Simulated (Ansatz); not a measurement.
## Ag: stable or not

The cell was found from a structure generator's guess, not taken from experiment.

These are results of DFT PBE, scalar-relativistic, plane waves, PAW (Ansatz 0.2.0), not measurements. Settings of the last relaxation (5-atom cell): 420 eV, 12×12×4 k points, Gaussian smearing of 0.10 eV, no spin polarisation.

```cif
data_structure
_symmetry_space_group_name_H-M 'P-3m1'
_symmetry_Int_Tables_number 164
_cell_length_a 2.9466
_cell_length_b 2.9466
_cell_length_c 11.8729
_cell_angle_alpha 90.000
_cell_angle_beta 90.000
_cell_angle_gamma 120.000
_cell_volume 89.28
loop_
_atom_site_label
_atom_site_type_symbol
_atom_site_symmetry_multiplicity
_atom_site_Wyckoff_symbol
_atom_site_fract_x
_atom_site_fract_y
_atom_site_fract_z
_atom_site_occupancy
Ag1 Ag 2 d 0.66667 0.33333 0.80040 1
Ag2 Ag 1 a 0.00000 0.00000 0.00000 1
Ag3 Ag 2 d 0.66667 0.33333 0.39974 1
```

Energies count from the standard state of Ag at the same level.

**Question.** These tests were run: random kick, then relaxation without symmetry; phonons at Γ. What do they show?

**Answer.**

```json
{"test": "random kick, then relaxation without symmetry", "result": "returns"}
{"test": "phonons at Γ", "result": "lowest optical mode 41 cm⁻¹"}
```

It fails none of these tests. Other phases of the system weren't compared here, so this isn't yet thermodynamic stability. Phonons away from Γ weren't computed.

The k mesh leaves some 4 meV/atom of noise in the energy of each metallic cell. The kick test ran on a coarse mesh. The run for the phonons used a 12×12×4 k mesh and Fermi–Dirac smearing of 0.15 eV.
